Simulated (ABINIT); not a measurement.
Set up this calculation in ABINIT 10.8.3 (patched build), as an ASE script.

* Task: relaxation of cell and atoms
* Functional: PBE
* Dispersion: D3(BJ)
* Potentials or basis: JTH PAW PBE v2.0
* Cutoff: 408 eV
* k mesh: 7 × 7 × 7
* Occupations: fermi-dirac, width 0.05 eV
* Spin: no spin polarisation
* Cutoff smearing ecutsm (Ha): 0.5
* Optimiser: LBFGS
* Force threshold (eV/Å): 0.01
* Dispersion computed by: simple-dftd3 1.7.0
* Fine-grid cutoff: 816.342 eV

As:

```
CELL_PARAMETERS angstrom
1.88080 1.08588 3.51406
-1.88080 1.08588 3.51406
0.00000 -2.17176 3.51406
ATOMIC_POSITIONS crystal
As 0.22600 0.22600 0.22600
As 0.77400 0.77400 0.77400
```

These files were run (other wordings do the same):

run.py

```python
import json, os
import numpy as np
from ase.constraints import FixSymmetry
from ase.optimize import LBFGS
from ase.filters import FrechetCellFilter
from ase.units import GPa
from ase.calculators.mixing import SumCalculator
from dftd3.ase import DFTD3
from ase.calculators.abinit import Abinit, AbinitProfile
from ase import Atoms

atoms = Atoms(['As', 'As'],
              cell=[[1.8807968987, 1.0858785957, 3.5140619945], [-1.8807968987, 1.0858785957, 3.5140619945], [0.0, -2.1717571915, 3.5140619945]],
              scaled_positions=[[0.226, 0.226, 0.226], [0.774, 0.774, 0.774]],
              pbc=True)

profile = AbinitProfile(command='abinit', pp_paths=[os.path.abspath('pseudos')])
params = dict(
    pps='pawxml', xc='PBE',
    chksymtnons=0,
    tolsym=1e-05,
    ecut=408.1708,
    pawecutdg=816.3416,
    pawxcdev=0,
    kptopt=1,
    ngkpt=[7, 7, 7],
    nshiftk=1,
    shiftk=[0.0, 0.0, 0.0],
    ixc=11,
    nband=19,
    occopt=3,
    tsmear=0.05,
    nstep=100,
    tolvrs=1e-09,
    prtwf=0,
    prtden=0,
    ecutsm=0.5,
)

atoms.calc = SumCalculator([Abinit(profile=profile, directory='run', **params), DFTD3(method='pbe', damping='d3bj')])
atoms.set_constraint(FixSymmetry(atoms, symprec=1e-4))
opt = LBFGS(FrechetCellFilter(atoms), trajectory='opt.traj')
converged = opt.run(fmax=0.01, steps=30)
print('converged', converged)
print('cell (A)', np.round(atoms.cell[:], 5).tolist())
energy = atoms.get_potential_energy()
forces = atoms.get_forces()
stress = atoms.get_stress()
print(f'energy {energy:.6f} eV')
print('forces (eV/A)')
print(np.round(forces, 5))
print('stress (GPa, Voigt, tension positive)', np.round(stress / GPa, 4))
json.dump(dict(energy=energy, forces=forces.tolist(), stress=stress.tolist(), cell=atoms.cell.tolist(), frac=atoms.get_scaled_positions(wrap=False).tolist()), open('results.json', 'w'))
```

Potentials or basis: JTH PAW PBE v2.0.

Run with:

```console
$ python run.py
```

Results of the run:

```
Relaxed volume                                        : 20.89 Å³/atom
Relaxed cell                                          : a = 4.005 Å, b = 4.005 Å, c = 4.005 Å, α = 56.51°, β = 56.51°, γ = 56.51°
Space group after relaxing (to 0.05 Å)                : R-3m (No. 166)
Energy gained by relaxing                             : 11.4 meV/atom
Ionic steps                                           : 11
Pressure after relaxing                               : 0.0 GPa
Largest force after relaxing                          : 0.010 eV/Å
Band gap on the k mesh                                : 0.32 eV, indirect (least direct gap 0.77 eV)
Valence electrons inside the program's atomic spheres : As 12.59 (radii [1.1133] Å)
Dispersion energy per atom                            : -0.433 eV
```

Caveat: the log and the count of SCF iterations are those of the last ABINIT call alone; an odd mesh through Γ misses points on the zone boundary, where band edges often lie.

It took 3 min on 1 thread of Intel(R) Xeon(R) 6975P-C (Granite Rapids) (shared host), peak memory 0.11 GiB.
